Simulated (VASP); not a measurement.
Input of a VASP 6.6.1 run:

INCAR

```
SYSTEM = CdS
  ALGO = Normal
  EDIFF = 1E-6
  EDIFFG = -0.005
  ENCUT = 600
  GGA = PE
  IBRION = 2
  ISIF = 3
  ISMEAR = -1
  IVDW = 13
  LASPH = .TRUE.
  LCHARG = .FALSE.
  LREAL = .FALSE.
  LWAVE = .FALSE.
  NELM = 60
  NSW = 40
  PREC = Accurate
  SIGMA = 0.05
```

File KPOINTS:

```
k-points
0
G
  7 7 4
  0 0 0
```

Contents of POSCAR:

```
CdS
1.0
    4.1500000000      0.0000000000      0.0000000000
   -2.0750000000      3.5940054257      0.0000000000
    0.0000000000      0.0000000000      6.7370000000
Cd S
2 2
Direct
    0.6666666667      0.3333333333      0.5000000000
    0.3333333333      0.6666666667      0.0000000000
    0.6666666667      0.3333333333      0.8750000000
    0.3333333333      0.6666666667      0.3750000000
```

Potentials or basis: VASP PAW PBE potentials, release 64 (Cd, S).

Launch:

```bash
$ cat potpaw_PBE.64/Cd/POTCAR potpaw_PBE.64/S/POTCAR > POTCAR
$ mpirun -np 1 vasp_std > vasp.out
```

**Question.** Estimate the space group after relaxing (to 0.05 Å).

**Answer.** P6_3mc (No. 186).

**Question.** Predict the band gap on the k mesh.

**Answer.** 1.19 eV, direct.

The path:
```csv
step,energy change (eV),largest force (eV/Å),pressure (GPa),volume (Å³)
1,0.0000,0.0659,0.22,100.48
2,-0.0012,0.0068,-0.08,100.98
3,-0.0012,0.0048,-0.02,100.90
```

A hybrid or GW would open this gap; PBE tends to underestimate it. Zero-point motion and thermal expansion aren't in these numbers.
